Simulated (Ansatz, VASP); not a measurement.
# InSe in two plane-wave programs

One calculation is typed for both programs; each brings its own data sets. How far apart do they land? The structure shown is the start of the Ansatz relaxation below; VASP solves that cell, so the two are compared at the walk's first step.

Main program and level: Ansatz 0.2.0; plane waves, with VASP 6.6.1 beside it; single point at PBEsol with D3(BJ).

### 1. The starting structure

The cell holds 8 atoms: 4 In and 4 Se. Its edges and angles: a = 4.090 Å, b = 4.090 Å, c = 54.800 Å, α = 90.0°, β = 90.0°, γ = 120.0°. It derives from In1Se1. Vacuum lies along c.

### 2. Ansatz: relaxation, PBEsol with D3(BJ)

Ansatz runs on its PAW soft_1 files.

The two programs are compared at the cell with which this relaxation starts, whose forces are those of its first step.

The input, input.yaml:

```yaml
crystal:
  lattice:
    - [4.09, 0.0, 0.0]
    - [-2.045, 3.5420439015, 0.0]
    - [0.0, 0.0, 54.8]
  atoms:
    - { symbol: In, position: [0.3333333333, 0.6666666667, 0.448540146] }
    - { symbol: In, position: [0.3333333333, 0.6666666667, 0.3970802919] }
    - { symbol: Se, position: [0.6666666667, 0.3333333333, 0.4717153284] }
    - { symbol: Se, position: [0.6666666667, 0.3333333333, 0.3739051095] }
    - { symbol: In, position: [0.0, 0.0, 0.6029197081] }
    - { symbol: In, position: [0.0, 0.0, 0.551459854] }
    - { symbol: Se, position: [0.3333333333, 0.6666666667, 0.6260948905] }
    - { symbol: Se, position: [0.3333333333, 0.6666666667, 0.5282846716] }
  periodic: [true, true, false]
kpoints:
  mp_grid: { grid: [6, 6, 1] }
hamiltonian:
  xc: pbesol
  dispersion: d3bj
  pseudopotentials: { kind: paw, azcp: { folder: soft_1 }, xc_functional: pbe }
scf:
  occupations: { method: fermi_dirac, width: 0.02 }
relax:
  f_tol: 0.01
  max_steps: 100
  cell: {}
```

Run with:

```console
> ansatz run input.yaml --threads 2 --pin off --max-ram 92160MiB --backend cuda --events-out ev --progress --plain --runs-dir out --devices 1 --max-vram 13GiB
```

Numbers of over 12 decimals in the logs are rounded to 6 here.

The program printed:

```text
GPUs: using 1 of 1 available (devices: 1).
Engine: ansatz 0.2.0, x86_64-unknown-linux-gnu
Pseudopotentials: kind: paw
Pseudopotential: In, paw, valence charge 13, recommended cutoff 420 eV (normal), soft_1/In.paw.azcp
Pseudopotential: Se, paw, valence charge 16, recommended cutoff 420 eV (normal), soft_1/Se.paw.azcp
Functional definition: PBEsol
  exchange = pbesol_x
  correlation = pbesol_c
device memory: the entry about to start is reckoned to put 4.2 GiB on a device that reports 39.3 GiB free (of which the cap on the GPU budget leaves the run 13.0 GiB)
GPU FFT provider: cuFFT
GPU libraries: cuBLAS 13.8.2, cuFFT 12.4.0, cuSOLVER 12.3.4
Crystal: 8 atoms, lattice volume = 793.885 Å³
Basis set: ecut = 420 eV, 15423 PW (Γ), exchange–correlation on 60×60×750 points (8 copies of the dense FFT grid, shifted against one another)
Bands: 70, of which v1, the nominal top of the filled ones, is band 58 counted from 1 (57 counted from 0)
Symmetry: 6 space group operations
Space group: P3m1 (ITA 156), of the structure as read, at distance tolerance 9.3e-5 Å
k-points: 7 of 36 (time reversal used)
Non-local potential: In, projectors of the file, l = 0: 2, l = 1: 2, l = 2: 2, l = 3: 1
Non-local potential: Se, projectors of the file, l = 0: 2, l = 1: 2, l = 2: 3, l = 3: 1
PAW form: soft (Blöchl's): semilocal exchange-correlation on the pseudo side does not see the compensation charge
PAW frozen core: In, regenerated for the run's functional, and the local potential with it (the file was generated under x = pbe(κ = 0.804, μ = 0.219515), c = pbe(β = 0.066725))
PAW frozen core: Se, regenerated for the run's functional, and the local potential with it (the file was generated under x = pbe(κ = 0.804, μ = 0.219515), c = pbe(β = 0.066725))
PAW one-centre angular grid: In, 590 points (default); XC on 64 Gauss nodes
PAW one-centre angular grid: Se, 590 points (default); XC on 64 Gauss nodes
Initial density: superposition of atomic densities (neutral atoms: chi_scale 0, normalization atom)
Initial wavefunctions: pseudopotential atomic-orbital guess
GPU buffer pool allocated for 337500 grid points (all kernels)
GPU transforms: local potential and band sums: pruned to the plane-wave sphere, on 27×27×375
Functional: x = pbesol(κ = 0.804, μ = 0.123457), c = pbesol(β = 0.046)
SCF iter   1: F=—  HF=-43805.287418 eV  |F-HF|=—  |Δ(HF+E_count)|=         —  Δρ=1.54e-2  dr2=3.61e0  ethr=3.10e-3  ⟨swp⟩=10.7  Hψ=2433  notcnv=0  defer=2
preconditioner: auto → Resta (q_TF=auto, 1.980 Å⁻¹)  ε∞=1.7  [insulator: Δε(μ)=1.029 eV  Ē_g=13.388 eV  σ=0.020 eV  W_gap=1.00  n_scr=124 (ndim 8)  ℏωp=11.5 eV  f_vac=0.682  D(μ)=0.00/eV (n_scr^D=0)  ε∞_Penn≈1.7  vacuum switching on, ρ_ref=1.3e-2 e/Å³]
SCF iter   2: F=—  HF=-43804.489728 eV  |F-HF|=—  |Δ(HF+E_count)|=   7.98e-1  Δρ=7.81e-3  dr2=9.99e-1  ethr=3.10e-3  ⟨swp⟩=4.6  Hψ=915  notcnv=0  defer=50
SCF iter   3: F=—  HF=-43804.365178 eV  |F-HF|=—  |Δ(HF+E_count)|=   1.25e-1  Δρ=4.43e-3  dr2=2.35e-1  ethr=8.62e-4  ⟨swp⟩=3.9  Hψ=837  notcnv=0  defer=48
SCF iter   4: F=—  HF=-43804.339495 eV  |F-HF|=—  |Δ(HF+E_count)|=   2.57e-2  Δρ=1.86e-3  dr2=3.82e-2  ethr=2.03e-4  ⟨swp⟩=3.1  Hψ=775  notcnv=0  defer=48
SCF iter   5: F=—  HF=-43804.342031 eV  |F-HF|=—  |Δ(HF+E_count)|=   2.54e-3  Δρ=8.21e-4  dr2=7.54e-2  ethr=3.30e-5  ⟨swp⟩=4.0  Hψ=752  notcnv=0  defer=48
SCF iter   6: F=—  HF=-43804.335492 eV  |F-HF|=—  |Δ(HF+E_count)|=   6.54e-3  Δρ=2.68e-4  dr2=8.80e-4  ethr=3.30e-5  ⟨swp⟩=2.4  Hψ=559  notcnv=0  defer=50
SCF iter   7: F=—  HF=-43804.335827 eV  |F-HF|=—  |Δ(HF+E_count)|=   3.35e-4  Δρ=2.17e-4  dr2=4.53e-3  ethr=7.59e-7  ⟨swp⟩=2.9  Hψ=1013  notcnv=0  defer=50
SCF iter   8: F=—  HF=-43804.335754 eV  |F-HF|=—  |Δ(HF+E_count)|=   7.32e-5  Δρ=1.22e-4  dr2=1.86e-4  ethr=7.59e-7  ⟨swp⟩=2.4  Hψ=613  notcnv=0  defer=50
SCF iter   9: F=—  HF=-43804.335403 eV  |F-HF|=—  |Δ(HF+E_count)|=   3.51e-4  Δρ=3.35e-5  dr2=1.12e-5  ethr=1.61e-7  ⟨swp⟩=3.1  Hψ=875  notcnv=0  defer=50
SCF iter  10: F=—  HF=-43804.335898 eV  |F-HF|=—  |Δ(HF+E_count)|=   4.95e-4  Δρ=8.67e-6  dr2=3.03e-6  ethr=9.67e-9  ⟨swp⟩=2.9  Hψ=941  notcnv=0  defer=50
[...]
SCF 1 converged in 12 iterations: F = -43804.335898 eV  dr2 = 7.05e-8
  greatest PAW one-centre occupation: 1.000 electrons in one spin orbital (limit 2), on the Se atom at site 7 (counted from 0), in its partial waves of l = 2
relax step   1: F+E_penalty+E_count = -43804.33589751 eV  Δ(F+E_penalty+E_count) = +0.000e0 eV  max|allowed force component| = 3.096e-1 eV/Å  Δτ_max = 0.0000 Å  P = -5.889 N/m  Ω = 793.885 Å³  fix = [c, alpha, beta]  reactions: c +0.000 N/m  (12 SCF iters, dr2 threshold 1.00e-7 eV, accepted)
[...]
Initial wavefunctions: pseudopotential atomic-orbital guess (no wavefunctions were taken with the density)
GPU buffer pool allocated for 273375 grid points (all kernels)
GPU transforms: local potential and band sums: pruned to the plane-wave sphere, on 25×27×375
iter 1 solved again at ethr=2.46e-7 eV; its pass at ethr=3.10e-3 eV (dr2=2.85e-4 eV) is discarded
SCF iter   1: F=—  HF=-43804.555988 eV  |F-HF|=—  |Δ(HF+E_count)|=         —  Δρ=3.28e-5  dr2=1.49e-6  ethr=2.46e-7  ⟨swp⟩=6.4  Hψ=4734  notcnv=0
preconditioner: auto → Resta (q_TF=auto, 2.002 Å⁻¹)  ε∞=1.7  [insulator: Δε(μ)=1.175 eV  Ē_g=13.933 eV  σ=0.020 eV  W_gap=1.00  n_scr=124 (ndim 8)  ℏωp=11.9 eV  f_vac=0.693  D(μ)=0.00/eV (n_scr^D=0)  ε∞_Penn≈1.7  vacuum switching on, ρ_ref=1.4e-2 e/Å³]
SCF iter   2: F=—  HF=-43804.556309 eV  |F-HF|=—  |Δ(HF+E_count)|=   3.21e-4  Δρ=1.63e-5  dr2=4.37e-7  ethr=1.29e-9  ⟨swp⟩=3.0  Hψ=1069  notcnv=0
SCF iter   3: F=—  HF=-43804.556309 eV  |F-HF|=—  |Δ(HF+E_count)|=   2.20e-7  Δρ=3.78e-6  dr2=1.12e-7  ethr=3.76e-10  ⟨swp⟩=2.7  Hψ=783  notcnv=0
SCF iter   4: F=—  HF=-43804.556309 eV  |F-HF|=—  |Δ(HF+E_count)|=   3.36e-8  Δρ=1.86e-6  dr2=3.66e-7  ethr=9.69e-11  ⟨swp⟩=3.1  Hψ=1025  notcnv=0  recentre
SCF iter   5: F=—  HF=-43804.556309 eV  |F-HF|=—  |Δ(HF+E_count)|=   3.64e-8  Δρ=8.03e-7  dr2=2.11e-8  ethr=9.69e-11  ⟨swp⟩=2.1  Hψ=582  notcnv=0
SCF iter   6: F=—  HF=-43804.556309 eV  |F-HF|=—  |Δ(HF+E_count)|=   5.14e-9  Δρ=2.53e-7  dr2=7.26e-10  ethr=1.82e-11  ⟨swp⟩=2.0  Hψ=657  notcnv=0
SCF iter   7: F=—  HF=-43804.556309 eV  |F-HF|=—  |Δ(HF+E_count)|=  1.67e-10  Δρ=1.68e-7  dr2=3.47e-10  ethr=1.00e-12  ⟨swp⟩=2.9  Hψ=814  notcnv=0
SCF iter   8: F=—  HF=-43804.556309 eV  |F-HF|=—  |Δ(HF+E_count)|=  8.73e-11  Δρ=8.74e-8  dr2=7.02e-11  ethr=1.00e-12  ⟨swp⟩=1.1  Hψ=498  notcnv=0
SCF iter   9: F=-43804.556309 eV  HF=-43804.556309 eV  |F-HF|=4.66e-10  |Δ(HF+E_count)|=  5.38e-10  Δρ=2.74e-8  dr2=5.76e-12  ethr=1.00e-12  ⟨swp⟩=9.0  Hψ=3031  notcnv=0
SCF 7 converged in 9 iterations: F = -43804.556309 eV  dr2 = 5.76e-12
relax step   7: F+E_penalty+E_count = -43804.55630917 eV  Δ(F+E_penalty+E_count) = +1.352e-3 eV  max|allowed force component| = 2.880e-3 eV/Å  Δτ_max = 0.0000 Å  P = -0.021 N/m  Ω = 743.156 Å³  fix = [c, alpha, beta]  reactions: c -0.000 N/m  stress off target by 2.07e-2 N/m on what of the cell is left free  SCF on the basis re-selected at this cell (its energy is not comparable with the rows above)  (9 SCF iters)
basis re-selected at this cell: Δ(F+E_penalty+E_count) = +1.352e-3 eV, ΔP = -0.004 N/m vs the last step (what re-selecting the basis moved, of the pressure what is left beyond the Pulay correction that the steps carried, after the strain that the cell walked since its last selection, with what the two solves' SCF thresholds leave and, on support functions, any second-order correction that the steps lacked; it is no measure of the basis error at this ecutwfc). The dense FFT grid was sized anew with the basis: this SCF ran on 27×27×375 points, the steps before it on 30×30×375, so part of this shift can come from that change (see relax.cell in the input reference). [rest of the remark cut]
SCF converged after 9 iterations
Free energy (F): -43804.556309 eV
Harris-Foulkes:  -43804.556309 eV  (|F-HF|=4.66e-10)
Internal energy: -43804.556309 eV  (E = F + TS)
E sigma→0 (E₀):  -43804.556309 eV
Fermi energy:    -5.037553 eV
--- Per-component energies (eV) ---
  E_band       = -3277.557993
  E_kinetic    = 1320.145653
  E_local      = -767549.161213  (includes V_loc(G=0)·N_el)
  E_nonlocal   = -96.646363
  E_hartree    = 382817.581794
  E_xc         = -904.812081
  E_vxc        = -719.485133  (∫ρ·V_xc dr)
  E_paw        = -24898.024789  (= ΣΔE_a)
  E_vpaw       = -1867.574230  (= ΣTr[D̂ρ^β])
  E_aug_tail   = -0.000910  (compensation charges beyond the density's cutoff)
  E_ewald      = 365503.441791
  E_disp       = -2.057611  (pairwise vdW)
  E_core_change = 4.977421  (= ΣΔE_core)
  E_smearing   = -0.000000  (= −TS)
  E_closure    = -0.000000  (closes the sum)
  Σ components = -43804.556309   (vs F -43804.556309, Δ=0.00e0)
--- Forces (eV/Å), atoms counted from 1 ---
  atom   1  In     0.00000000    -0.00000000    -0.00244504
  atom   2  In    -0.00000000    -0.00000000     0.00082524
  atom   3  Se    -0.00000000    -0.00000000     0.00288043
  atom   4  Se     0.00000000     0.00000000     0.00283123
  atom   5  In    -0.00000000    -0.00000000    -0.00124423
  atom   6  In     0.00000000    -0.00000000     0.00244211
  atom   7  Se     0.00000000     0.00000000    -0.00287614
  atom   8  Se     0.00000000     0.00000000    -0.00241374
  max |Σ_I F_I| component: 1.48e-7 eV/Å
--- 2D stress c σ (N/m, compression-positive) ---
       -0.020707       0.000000      -0.000000
        0.000000      -0.020707       0.000000
       -0.000000       0.000000      -0.000000
  P = ½ c Tr σ = -0.0207 N/m
--- Band table (eV; the first three rows and the last of 7) ---
  k-point 0: bands = [... 54 lower, -6.3407, -6.2690, -6.2690, -5.6994, -4.4682, -3.6735, -3.0620, -2.9438, ... 8 higher]
  k-point 1: bands = [... 54 lower, -6.6505, -6.5259, -6.2196, -5.6429, -3.3846, -3.1226, -2.4537, -2.3440, ... 8 higher]
  k-point 2: bands = [... 54 lower, -7.1688, -6.9996, -6.4937, -6.2923, -3.7210, -3.4768, -3.2798, -3.0240, ... 8 higher]
  k-point 6: bands = [... 54 lower, -7.4942, -7.3386, -7.1524, -6.9216, -3.6496, -3.5263, -2.7707, -2.7267, ... 8 higher]
  ° read free of the cell's end (the report's vacuum.weakly_bound_levels)
--- Relaxed structure (6 steps of the walk, 6 accepted, 1 SCFs on fresh bases) ---
  F+E_penalty+E_count = -43804.55630917 eV   max|allowed force component| = 2.880e-3 eV/Å   (the final SCF, on the basis selected at the relaxed cell)
  cell:  # Å, volume = 743.1556 Å³
    - [3.957166, -9.831689000770242e-18, 0]
    - [-1.978583, 3.427006, 0]
    - [0, 0, 54.8]
  atoms:
    - { symbol: In, position: [0.333333, 0.666667, 0.451293] }
    - { symbol: In, position: [0.333333, 0.666667, 0.401067] }
    - { symbol: Se, position: [0.666667, 0.333333, 0.474873] }
    - { symbol: Se, position: [0.666667, 0.333333, 0.377416] }
    - { symbol: In, position: [-1.8503717076008887e-17, -3.238150488543893e-17, 0.598924] }
    - { symbol: In, position: [-1.8503717076008884e-17, -3.238150488543893e-17, 0.548701] }
    - { symbol: Se, position: [0.333333, 0.666667, 0.622576] }
    - { symbol: Se, position: [0.333333, 0.666667, 0.525151] }
```

The column dr2 measures how far the density is from self-consistency, as an energy; F and HF (Harris–Foulkes) agree once it is small.

[end of part 1 of 3]

[Lines on the potential files, build, host, timing and source positions are cut from VASP's logs without a mark.]

[Logs are printed without paths, hosts, clocks, repeated set-up lines and the standing remarks that a program may print on its own settings, such as how far it seeks lower states.]

[Hosts, paths, dates, database ids (printed as entryN), source tags and the programs' standing remarks are cut or masked in the printed files.]
